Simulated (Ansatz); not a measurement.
# Tl (Fm-3m) in Ansatz: further runs

The runs below take Tl through single point, with PBE.

All numbers are computed with Ansatz 0.2.0; they aren't measurements. Logs are shortened: lines on timing, memory, paths and dates and some standing lists are left out, and cuts for length are marked.

## (1) The crystal as given

Symmetry: Fm-3m, No. 225, cubic system. Conventional cell: a = 4.933 Å, b = 4.933 Å, c = 4.933 Å, α = 90.00°, β = 90.00°, γ = 90.00°. Tl (site symmetry m-3m) is surrounded by 12 Tl at 3.49 Å.

This isn't the form of Tl at room conditions, which is hcp.

## (2) Single point, PBE, 28.20 Å³/atom (volume scaled by 0.94)

The input, input.yaml:

```yaml
crystal:
  lattice:
    - [0.0, 2.4159936112, 2.4159936112]
    - [2.4159936112, 0.0, 2.4159936112]
    - [2.4159936112, 2.4159936112, 0.0]
  atoms:
    - { symbol: Tl, position: [0.0, 0.0, 0.0] }
kpoints:
  mp_grid: { grid: [9, 9, 9] }
scf:
  occupations: { method: fermi_dirac, width: 0.05 }
hamiltonian:
  xc: pbe
  pseudopotentials: { kind: all_electron, lapw: { basis_error: 0.0005 } }
output:
  forces: true
  stress: true
  eigenvalues: true
```

Potentials or basis: all-electron LAPW, scalar-relativistic.

On the command line:

```
$ ansatz run input.yaml --threads 1 --pin off --max-ram 2560MiB --backend cpu --events-out ev --progress --plain --runs-dir out
```

Log:

```text
Warning: RAYON_NUM_THREADS=1 ignored (pool sized by the plan → 1); use --threads N
LAPW: plane waves up to 6.857 Å⁻¹, error target 5.0e-4 eV per atom; small_component_spin mean_spin; Tl in spheres of 1.708 Å, 35 of its electrons in bands, Dirac shells [] (how accurate: hamiltonian.pseudopotentials.lapw.basis_error, Limitations)
Engine: ansatz 0.2.0, x86_64-unknown-linux-gnu
Pseudopotentials: kind: all_electron
Pseudopotential: Tl, LAPW, valence charge 35, lapw/all_electron/scalar/gaussian/Tl, Koelling and Harmon's equation, gaussian nucleus
Functional definition: PBE
  parameter kappa = 0.804
  parameter beta = 0.06672455060314922
  exchange = pbe_x(kappa = kappa, mu = beta*pi^2/3)
  correlation = pbe_c(beta = beta)
Crystal: 1 atoms, lattice volume = 28.204 Å³
Basis set: ecut = 179.16095285586042 eV, 169 PW (Γ), exchange–correlation at level 2
Bands: 22, of which v1, the nominal top of the filled ones, is band 18 counted from 1 (17 counted from 0)
Symmetry: 48 space group operations
Space group: Fm-3m (ITA 225), of the structure as read, at distance tolerance 3.0e-5 Å
k-points: 35 of 729
Non-local potential: Tl, projectors of the file, none
Initial density: superposition of atomic densities (chi_scale 0.1, normalization cell)
Initial wavefunctions: plane waves of lowest kinetic energy (no species holds an atomic orbital)
Functional: x = pbe(κ = 0.804, μ = 0.2195149727645171), c = pbe(β = 0.06672455060314922)
iter 1 solved again at ethr=8.00e-6 eV; its pass at ethr=1.00e-1 eV (dr2=2.80e-3 eV) is discarded
SCF iter   1: F=—  HF=-550776.204026 eV  |F-HF|=—  |Δ(HF+E_count)|=         —  Δρ=3.85e-3  dr2=2.82e-3  ethr=8.00e-6  ⟨swp⟩=3.8  Hψ=5190  notcnv=0
preconditioner: auto → none  [insulator: Δε(μ)=0.130 eV  Ē_g=17.356 eV  σ=0.050 eV  W_gap=0.55  n_scr=14 (ndim 8)  ℏωp=25.2 eV  f_vac=0.042  D(μ)=0.71/eV (n_scr^D=0)  ε∞_Penn≈3.1]
SCF iter   2: F=—  HF=-550776.178202 eV  |F-HF|=—  |Δ(HF+E_count)|=   2.58e-2  Δρ=1.39e-3  dr2=4.13e-4  ethr=8.00e-6  ⟨swp⟩=2.5  Hψ=2300  notcnv=0
SCF iter   3: F=—  HF=-550776.176924 eV  |F-HF|=—  |Δ(HF+E_count)|=   1.28e-3  Δρ=7.73e-4  dr2=1.27e-4  ethr=1.18e-6  ⟨swp⟩=2.0  Hψ=2258  notcnv=0
iter 4 solved again at ethr=2.21e-8 eV; its pass at ethr=3.62e-7 eV (dr2=7.74e-6 eV) is discarded
SCF iter   4: F=—  HF=-550776.176868 eV  |F-HF|=—  |Δ(HF+E_count)|=   5.58e-5  Δρ=1.74e-4  dr2=7.75e-6  ethr=2.21e-8  ⟨swp⟩=2.0  Hψ=3834  notcnv=0
SCF iter   5: F=—  HF=-550776.176877 eV  |F-HF|=—  |Δ(HF+E_count)|=   8.72e-6  Δρ=2.98e-5  dr2=2.85e-7  ethr=2.21e-8  ⟨swp⟩=2.5  Hψ=2277  notcnv=0
SCF iter   6: F=-550776.176877 eV  HF=-550776.176877 eV  |F-HF|=1.40e-9  |Δ(HF+E_count)|=   4.34e-7  Δρ=9.80e-7  dr2=2.37e-10  ethr=8.15e-10  ⟨swp⟩=2.9  Hψ=2309  notcnv=0
SCF 1 converged in 6 iterations: F = -550776.176877 eV  dr2 = 2.37e-10
SCF converged after 6 iterations
Free energy (F): -550776.176877 eV
Harris-Foulkes:  -550776.176877 eV  (|F-HF|=1.40e-9)
Internal energy: -550776.171201 eV  (E = F + TS)
E sigma→0 (E₀):  -550776.174039 eV
Entropy (-TS):   -0.005676 eV (-5.676 meV/atom)
Fermi energy:    15.860464 eV
--- Per-component energies (eV) ---
  E_band       = -1795.062505
  E_kinetic    = 632545.610765
  E_xc         = -10357.452598
  E_electrostatic = -1172964.329369  (all electrons and nuclei)
  E_smearing   = -0.005676  (= −TS)
  E_closure    = 0.000000  (closes the sum)
  E_atoms      = -550774.001859  (free atoms, spherical and without spin; not in F)
  Σ components = -550776.176877   (vs F -550776.176877, Δ=0.00e0)
  Basis errors (estimates in eV, not in F): energy 9.0e-5 per atom: plane waves 8.8e-5 (6.3e-5 summed), levels above the bands 7.3e-120, relativity 1.2e-8, radial functions 2.1e-6, core shells 6.0e-9; eigenvalues (radial functions only) 2.7e-5; not estimated: angular momenta, meshes, grids; target (lapw.basis_error) 5.0e-4; muffin-tin radii Tl 1.708 Å
--- Forces (eV/Å), atoms counted from 1 ---
  atom   1  Tl     0.00000000     0.00000000     0.00000000
  max |Σ_I F_I| component: 1.23e-31 eV/Å
--- Stress (GPa, compression-positive) ---
        3.667823      -0.000000      -0.000000
       -0.000000       3.667823       0.000000
       -0.000000       0.000000       3.667823
  P = ⅓ Tr σ = 3.6678 GPa (36.678 kbar)
--- Band table (eV; the first three rows and the last of 35) ---
  k-point 0: bands = ["-110.7584", "-94.0666", "-94.0666", "-94.0666", "-94.0664", "-94.0664", "-94.0664", "-94.0662", "-55.9856", "-55.9856", "-55.9856", "4.2800", "4.2800", "4.2800", "4.5669", "4.5669", "5.7789", "26.3196", "26.3196", "26.3196", "26.8724", "30.4381"]
  k-point 1: bands = ["-110.7583", "-94.0666", "-94.0666", "-94.0666", "-94.0664", "-94.0664", "-94.0664", "-94.0662", "-55.9866", "-55.9858", "-55.9858", "4.2670", "4.3116", "4.3116", "4.5638", "4.5638", "6.0505", "23.7015", "26.0404", "26.0404", "26.8282", "30.6708"]
  k-point 2: bands = ["-110.7583", "-94.0666", "-94.0666", "-94.0666", "-94.0664", "-94.0664", "-94.0664", "-94.0662", "-55.9892", "-55.9862", "-55.9862", "4.2104", "4.3485", "4.3485", "4.6023", "4.6023", "6.8944", "19.9229", "25.3970", "25.3970", "26.7613", "29.7220"]
  k-point 34: bands = ["-110.7581", "-94.0666", "-94.0666", "-94.0666", "-94.0664", "-94.0664", "-94.0664", "-94.0662", "-55.9921", "-55.9911", "-55.9890", "4.2194", "4.2665", "4.4249", "4.6438", "4.8667", "12.1067", "15.9012", "16.8850", "18.6307", "28.7015", "29.4594"]
```

Wall time 3.5 s (1 thread of Intel Xeon Platinum 8488C (Sapphire Rapids), shared host); peak memory 0.29 GiB.

What came out:

| Item | Value |
| --- | --- |
| Free energy | -550776.1769 eV |
| Pressure | 3.7 GPa |
| Band gap on the k mesh | none (metal or under the smearing width) |

## (3) Single point, PBE, 28.80 Å³/atom (volume scaled by 0.96)

input.yaml: that of step 2 with these lines changed.

```diff
@@ -2,5 +2,5 @@
   lattice:
-    - [0.0, 2.4159936112, 2.4159936112]
-    - [2.4159936112, 0.0, 2.4159936112]
-    - [2.4159936112, 2.4159936112, 0.0]
+    - [0.0, 2.4330082113, 2.4330082113]
+    - [2.4330082113, 0.0, 2.4330082113]
+    - [2.4330082113, 2.4330082113, 0.0]
   atoms:
```

Potentials or basis: all-electron LAPW, scalar-relativistic.

On the command line:

```
$ ansatz run input.yaml --threads 1 --pin off --max-ram 2560MiB --backend cpu --events-out ev --progress --plain --runs-dir out
```

It took 3.6 s on 1 thread of Intel Xeon Platinum 8488C (Sapphire Rapids), shared host; peak memory 0.28 GiB.

It converged, with:

```
Free energy            : -550776.1889 eV
Pressure               : 2.7 GPa
Band gap on the k mesh : none (metal or under the smearing width)
```

## (4) Single point, PBE, 29.40 Å³/atom (volume scaled by 0.98)

input.yaml: that of step 3 with these lines changed.

```diff
@@ -2,5 +2,5 @@
   lattice:
-    - [0.0, 2.4330082113, 2.4330082113]
-    - [2.4330082113, 0.0, 2.4330082113]
-    - [2.4330082113, 2.4330082113, 0.0]
+    - [0.0, 2.4497881085, 2.4497881085]
+    - [2.4497881085, 0.0, 2.4497881085]
+    - [2.4497881085, 2.4497881085, 0.0]
   atoms:
```

On the command line:

```
$ ansatz run input.yaml --threads 1 --pin off --max-ram 2560MiB --backend cpu --events-out ev --progress --plain --runs-dir out
```

It took 3.5 s on 1 thread of Intel Xeon Platinum 8488C (Sapphire Rapids), shared host; peak memory 0.29 GiB.

It converged, with:

```
Free energy            : -550776.1976 eV
Pressure               : 1.9 GPa
Band gap on the k mesh : none (metal or under the smearing width)
```

## (5) Single point, PBE, 30.00 Å³/atom

input.yaml: that of step 4 with these lines changed.

```diff
@@ -2,5 +2,5 @@
   lattice:
-    - [0.0, 2.4497881085, 2.4497881085]
-    - [2.4497881085, 0.0, 2.4497881085]
-    - [2.4497881085, 2.4497881085, 0.0]
+    - [0.0, 2.466341233, 2.466341233]
+    - [2.466341233, 0.0, 2.466341233]
+    - [2.466341233, 2.466341233, 0.0]
   atoms:
```

On the command line:

```
$ ansatz run input.yaml --threads 1 --pin off --max-ram 2560MiB --backend cpu --events-out ev --progress --plain --runs-dir out
```

It took 3.4 s on 1 thread of Intel Xeon Platinum 8488C (Sapphire Rapids), shared host; peak memory 0.29 GiB.

It converged, with:

```
Free energy            : -550776.2035 eV
Pressure               : 1.2 GPa
Band gap on the k mesh : none (metal or under the smearing width)
```

## (6) Single point, PBE, 30.60 Å³/atom (volume scaled by 1.02)

input.yaml: that of step 5 with these lines changed.

```diff
@@ -2,5 +2,5 @@
   lattice:
-    - [0.0, 2.466341233, 2.466341233]
-    - [2.466341233, 0.0, 2.466341233]
-    - [2.466341233, 2.466341233, 0.0]
+    - [0.0, 2.4826750947, 2.4826750947]
+    - [2.4826750947, 0.0, 2.4826750947]
+    - [2.4826750947, 2.4826750947, 0.0]
   atoms:
```

Potentials or basis: all-electron LAPW, scalar-relativistic.

On the command line:

```
$ ansatz run input.yaml --threads 1 --pin off --max-ram 2560MiB --backend cpu --events-out ev --progress --plain --runs-dir out
```

Run time: 3.5 s. Hardware: 1 thread of Intel Xeon Platinum 8488C (Sapphire Rapids), shared host; peak memory 0.29 GiB.

It converged, with:

```yaml
Free_energy: -550776.2068 eV
Pressure: 0.6 GPa
Band_gap_on_the_k_mesh: none (metal or under the smearing width)
```

## (7) Single point, PBE, 31.20 Å³/atom (volume scaled by 1.04)

input.yaml: that of step 6 with these lines changed.

```diff
@@ -2,5 +2,5 @@
   lattice:
-    - [0.0, 2.4826750947, 2.4826750947]
-    - [2.4826750947, 0.0, 2.4826750947]
-    - [2.4826750947, 2.4826750947, 0.0]
+    - [0.0, 2.4987968132, 2.4987968132]
+    - [2.4987968132, 0.0, 2.4987968132]
+    - [2.4987968132, 2.4987968132, 0.0]
   atoms:
```

On the command line:

```
$ ansatz run input.yaml --threads 1 --pin off --max-ram 2560MiB --backend cpu --events-out ev --progress --plain --runs-dir out
```

It took 3.3 s on 1 thread of Intel Xeon Platinum 8488C (Sapphire Rapids), shared host; peak memory 0.29 GiB.

It converged, with:

```
Free energy            : -550776.2079 eV
Pressure               : 0.0 GPa
Band gap on the k mesh : none (metal or under the smearing width)
```

## (8) Single point, PBE, 31.80 Å³/atom (volume scaled by 1.06)

input.yaml: that of step 7 with these lines changed.

```diff
@@ -2,5 +2,5 @@
   lattice:
-    - [0.0, 2.4987968132, 2.4987968132]
-    - [2.4987968132, 0.0, 2.4987968132]
-    - [2.4987968132, 2.4987968132, 0.0]
+    - [0.0, 2.5147131456, 2.5147131456]
+    - [2.5147131456, 0.0, 2.5147131456]
+    - [2.5147131456, 2.5147131456, 0.0]
   atoms:
```

On the command line:

```
$ ansatz run input.yaml --threads 1 --pin off --max-ram 2560MiB --backend cpu --events-out ev --progress --plain --runs-dir out
```

Run time: 3.4 s. Hardware: 1 thread of Intel Xeon Platinum 8488C (Sapphire Rapids), shared host; peak memory 0.29 GiB.

The run converged. Its results:

```yaml
Free_energy: -550776.2071 eV
Pressure: -0.5 GPa
Band_gap_on_the_k_mesh: none (metal or under the smearing width)
```

## (9) For comparison

An earlier run on the cell as given: functional PBE; potentials or basis all-electron LAPW, scalar-relativistic; cutoff 158 eV (chosen from the basis error); basis error allowed 0.001 eV/atom; k mesh 9 × 9 × 9; occupations fermi-dirac, width 0.05 eV; no spin polarisation.

- Pressure: 1.2 GPa
- Band gap on the k mesh: none (metal or under the smearing width)
